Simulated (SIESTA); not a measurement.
Se in SIESTA: the effect of basis

Se:

```
Se
1.0
     4.36620    0.00000    0.00000
    -2.18310    3.78124    0.00000
     0.00000    0.00000    4.95360
Se
3
Direct
  0.77460 0.77460 0.00000
  0.00000 0.22540 0.66667
  0.22540 0.00000 0.33333
```

Alike in all runs:

| Item | Value |
| --- | --- |
| Program | SIESTA 5.4.2 |
| Task | band structure |
| Functional | PBEsol |
| Potentials or basis | PseudoDojo 0.4 standard (PBEsol files) |
| Grid cutoff | 500 Ry |
| Energy shift | 0.003 Ry |
| k mesh | 7 × 7 × 6 |
| Occupations | fermi-dirac, width 0.05 eV |
| Spin | no spin polarisation |

| basis | gap on the mesh (eV) | pressure (GPa) | largest force (eV/Å) |
| --- | --- | --- | --- |
| SZ | 0.98 | 12.7 | 3.78 |
| SZP | 0.98 | 8.0 | 2.95 |
| DZ | 0.99 | 4.8 | 1.81 |
| DZP | 1.02 | 4.4 | 1.51 |
| TZP | ? | ? | ? |
| TZDP | 1.11 | 3.6 | 1.22 |

What does the run with basis TZP give?

gap on the mesh 1.03 eV; pressure 4.1 GPa; largest force 1.40 eV/Å.

Caveats: the mesh misses the band edges, which the band path finds closer together; the basis of atomic orbitals isn't converged, which shifts pressures, moduli and gaps; forces of over 1 eV/Å show positions far from the minimum, so gaps and moduli don't describe the material at rest; the basis has no polarisation orbitals (some runs).
